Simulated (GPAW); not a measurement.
Runs of GPAW 26.7.0 on BaTiO3. It takes space group P4mm (No. 99, tetragonal). The conventional cell has a = 4.000 Å, b = 4.000 Å, c = 4.018 Å, α = 90.00°, β = 90.00°, γ = 90.00°. Around Ba (site symmetry 4mm) lie 12 O at 2.79 to 2.88 Å. Ti (site symmetry 4mm) has 6 O at 1.89 to 2.13 Å as nearest neighbours. Around O (site symmetry 2mm) lie 2 Ti at 2.00 Å. O (site symmetry 4mm) is surrounded by 2 Ti at 1.89 to 2.13 Å. 

| task | level | potentials or basis | k mesh | cutoff (eV) | smearing | response ecut | eta | maxiter | response k mesh | domega0 | gap on the mesh (eV) | pressure (GPa) | largest force (eV/Å) |
| --- | --- | --- | --- | --- | --- | --- | --- | --- | --- | --- | --- | --- | --- |
| optical spectrum | LDA | the program's PAW data sets (release 1.2.1) made for this functional, pw | 5 × 5 × 5 | 650 | fermi-dirac 0.001 eV | 50 eV | 0.1 eV | 150 | 5 × 5 × 5 | 0.05 eV | 1.88 | - | - |
| dielectric tensor | PBE | GPAW PAW data sets (gpaw-data 1.2.1), pw | 6 × 6 × 6 | 600 | fermi-dirac 0.001 eV | 80 eV | - | 150 | 13 × 13 × 13 | - | 1.81 | - | - |
| single point | PBE | GPAW PAW data sets (gpaw-data 1.2.1), pw | 6 × 6 × 6 | 600 | fermi-dirac 0.05 eV | - | - | 120 | - | - | 1.81 | -0.6 | 0.25 |
| optical spectrum | AM05 | PAW data sets generated in the run's folder for this functional, pw | 5 × 5 × 5 | 650 | fermi-dirac 0.001 eV | 50 eV | 0.1 eV | 150 | 5 × 5 × 5 | 0.05 eV | 1.92 | - | - |
| single point | LDA | the program's PAW data sets (release 1.2.1) made for this functional, pw | 6 × 6 × 6 | 600 | fermi-dirac 0.05 eV | - | - | 120 | - | - | 1.72 | (a) | 0.39 |
| dielectric tensor | LDA | the program's PAW data sets (release 1.2.1) made for this functional, pw | 6 × 6 × 6 | 600 | fermi-dirac 0.001 eV | 80 eV | - | 150 | 13 × 13 × 13 | - | 1.72 | - | - |
| single point | PBE | GPAW PAW data sets (gpaw-data 1.2.1), pw | 5 × 5 × 5 | 650 | fermi-dirac 0.05 eV | - | - | 120 | - | - | (b) | 1.7 | 0.25 |

Alike in all rows: no spin polarisation; cell as given.

Question: Fill in the values left out.

Answer: (a) -11.7; (b) 1.97.

Caveats: spin-orbit coupling is left out, which moves the levels of the heavy elements; an odd mesh through Γ misses points on the zone boundary, where band edges often lie (some runs); the long-wavelength limit can be off by several per cent where d states take part (some runs); the cutoff is short for stress and forces, so pressures can be off by a GPa or more (some runs); spectra need much finer meshes, so this one isn't converged (some runs); independent-particle spectra lack excitons (some runs).

A k mesh can miss the band edges, and the runs leave out spin-orbit coupling on Ba.
